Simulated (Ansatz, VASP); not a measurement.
## Si in VASP and in Ansatz

```
Si
1.0
     3.84172    0.00000    0.00000
    -1.92086    3.32702    0.00000
     0.00000    0.00000   24.05768
Si
6
Direct
  0.33333 0.66667 0.35332
  0.00000 0.00000 0.38591
  0.00000 0.00000 0.48370
  0.66667 0.33333 0.51548
  0.66667 0.33333 0.61574
  0.33333 0.66667 0.64376
```

Alike in both runs: functional PBEsol; k mesh 9 × 9 × 1; occupations gaussian, width 0.05 eV; no spin polarisation.

Ansatz relaxed the structure, and its values are those at the end. VASP's run is a single point on that final structure, the one shown.

|  | VASP | Ansatz |
| --- | --- | --- |
| version | VASP 6.6.1 | Ansatz 0.2.0 |
| potentials or method | VASP PAW PBE potentials, release 64 (Si) | scalar-relativistic, plane waves, PAW |
| plane-wave cutoff (eV) | 520 | 420 |
| valence electrons in the cell | 24 | 24 |

```csv
,VASP,Ansatz,Ansatz less VASP
gap on the k mesh at the Fermi level (eV),none,none,-
rms of the force components (eV/Å),0.230,0.231,+0.0009
```

A gap of «none» marks a metal or a gap that the smearing closes. With one functional, cell and mesh, what is left measures potentials, basis and numerics.

Caveats: the PAW data sets were made with another functional, which shifts forces and pressure a little (VASP).
